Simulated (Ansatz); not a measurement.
## NaCl (rocksalt): G0W0 against its settings

NaCl in the rocksalt structure, relaxed with r2SCAN; one-shot G0W0 in Ansatz without spin-orbit coupling. Calculated for a static, non-magnetic cell.

```
CELL_PARAMETERS angstrom
0.00000 2.80270 2.80270
2.80270 0.00000 2.80270
2.80270 2.80270 0.00000
ATOMIC_POSITIONS crystal
Na 0.00000 0.00000 0.00000
Cl 0.50000 0.50000 0.50000
```

Gaps are read over the mesh points alone. G0W0 here is at a finite number of bands, screening cutoff and k mesh, not at the basis limit.

| start | potentials | frequency model | mesh | empty bands | screening cutoff (eV) | Kohn-Sham gap (eV) | G0W0 gap (eV) | rough cost |
| --- | --- | --- | --- | --- | --- | --- | --- | --- |
| PBE | PAW | contour deformation | 4×4×4 | 71 | 80 | 5.18 | 7.77 | 6 core-seconds |
| PBE | PAW | contour deformation | 4×4×4 | 165 | 140 | 5.18 | 7.94 | 21 core-seconds |
| PBE | PAW | contour deformation | 4×4×4 | 304 | 210 | 5.18 | 8.04 | 90 core-seconds |
| HSE06 | PAW | contour deformation | 4×4×4 | 165 | 140 | 6.56 | 8.61 | 70 core-seconds |
| LDA | PAW | contour deformation | 4×4×4 | 165 | 140 | 4.76 | 7.75 | 22 core-seconds |
| r2SCAN | PAW | contour deformation | 4×4×4 | 165 | 140 | 5.97 | 8.39 | 26 core-seconds |
| PBE | PAW | Godby-Needs pole | 4×4×4 | 165 | 140 | 5.18 | 7.94 | 30 core-seconds |
| PBE | PAW | contour deformation | 6×6×6 | 71 | 80 | 5.18 | 7.76 | 30 core-seconds |
| PBE | norm-conserving | contour deformation | 4×4×4 | 165 | 140 | 5.18 | 7.93 | 50 core-seconds |

Over the mesh points the PBE gap of 5.18 eV becomes a quasiparticle gap of 8.04 eV (direct at Γ), a change of +2.86 eV. Renormalisation factors Z lie between 0.80 and 0.86.

Raising bands and cutoff together moves the gap by +0.17 eV (80 to 140 eV), then +0.10 eV (140 to 210 eV); the last step is still large, so the basis limit isn't reached. Starting from HSE06 (6.56 eV against PBE's 5.18 eV) gives 8.61 eV, +0.67 eV from G0W0@PBE at the same screening cutoff. Starting from LDA (4.76 eV against PBE's 5.18 eV) gives 7.75 eV, -0.19 eV from G0W0@PBE at the same screening cutoff. Starting from r2SCAN (5.97 eV against PBE's 5.18 eV) gives 8.39 eV, +0.45 eV from G0W0@PBE at the same screening cutoff. The Godby-Needs plasmon pole differs from contour deformation by 0.00 eV. A 6×6×6 mesh in place of 4×4×4 changes the opening over PBE by -0.01 eV (the gap on the mesh by -0.01 eV). Norm-conserving potentials (wave cutoff 1197 eV against 420 eV) shift the quasiparticle gap by -0.01 eV and the PBE gap by 0.00 eV. r2SCAN runs take a wave cutoff of 500 eV.
